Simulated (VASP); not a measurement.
CaO:

```
Ca O
1.0
     2.90321    0.07505    0.00000
     0.07505    2.90321    0.00000
     0.00000    0.00000    2.90321
Ca O
1 1
Direct
  0.00000 0.00000 0.00000
  0.50000 0.50000 0.50000
```

The cell was built by a generator and needn't be a form met in nature.

The cell isn't the ideal one: shear_xy strain +5.2%.

Base run:

- Program: VASP 6.6.1
- Functional: r2SCAN
- Potentials or basis: VASP PAW PBE potentials, release 64 (Ca_sv, O)
- Cutoff: 520 eV
- k mesh: 8 × 8 × 8
- Occupations: gaussian, width 0.01 eV
- Spin: no spin polarisation

Its results: band gap on the k mesh 3.29 eV, indirect (least direct gap 3.57 eV); pressure 1.4 GPa.

**Question.** The run is repeated on the same cell with these changes: functional from r2SCAN to PBE; occupations from gaussian, width 0.01 eV to fermi-dirac, width 0.02 eV. What comes out?

**Answer.** Band gap on the k mesh 2.77 eV, indirect (least direct gap 3.05 eV); pressure 4.7 GPa.

Caveats: the PAW data sets were made with another functional, which shifts forces and pressure a little (some runs).

A k mesh can miss the band edges.
